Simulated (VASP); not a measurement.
Here is a VASP 6.6.1 calculation.

The input POSCAR:

```
Ni
1.0
    0.0000000000      1.7375729330      1.7375729330
    1.7375729330      0.0000000000      1.7375729330
    1.7375729330      1.7375729330      0.0000000000
Ni
1
Direct
    0.0000000000      0.0000000000      0.0000000000
```

File INCAR.step1:

```
  PREC = Accurate
  ENCUT = 600
  EDIFF = 1E-8
  ISMEAR = -1
  SIGMA = 0.05
  LREAL = F
  LASPH = T
  NELM = 100
  ALGO = Normal
  ISIF = 3
  LWAVE = F
  LCHARG = F
  ISPIN = 2
  MAGMOM = 1
  LORBIT = 11
  LMAXMIX = 4
  GGA = PE
  IBRION = 2
  NSW = 40
  EDIFFG = -0.002
```

The input INCAR.step2:

```
  PREC = Accurate
  ENCUT = 600
  EDIFF = 1E-8
  ISMEAR = -1
  SIGMA = 0.05
  LREAL = F
  LASPH = T
  NELM = 100
  ALGO = Normal
  ISIF = 3
  LWAVE = F
  LCHARG = F
  ISPIN = 2
  MAGMOM = 1
  LORBIT = 11
  LMAXMIX = 4
  GGA = PE
  IBRION = 6
  NFREE = 2
  POTIM = 0.015
  NSW = 1
```

Contents of KPOINTS:

```
regular mesh
0
Gamma
  10 10 10
```

Potentials or basis: VASP PAW PBE potentials, release 64 (Ni).

The run is started by

```bash
$ cat potpaw_PBE.64/Ni/POTCAR > POTCAR
$ cp INCAR.step1 INCAR
$ mpirun -np 1 vasp_std > vasp.out
$ cp CONTCAR POSCAR
$ cp INCAR.step2 INCAR
$ mpirun -np 1 vasp_std > vasp.out
```

**Question.** What does it give for the elastic constants C11, C12, C44?

**Answer.** 269, 159, 133 GPa.

**Question.** What does it give for the Voigt bulk modulus?

**Answer.** 195 GPa.

**Question.** Predict the net moment.

**Answer.** 0.71 μB per cell.

**Question.** Predict the site moments.

**Answer.** Ni +0.72 μB.

**Question.** Estimate the relaxed volume.

**Answer.** 10.91 Å³/atom.

Clamped-ion elastic tensor (GPa):
```
269 159 159   0   0   0
159 269 159   0   0   0
159 159 269   0   0   0
  0   0   0 133   0   0
  0   0   0   0 133   0
  0   0   0   0   0 133
```
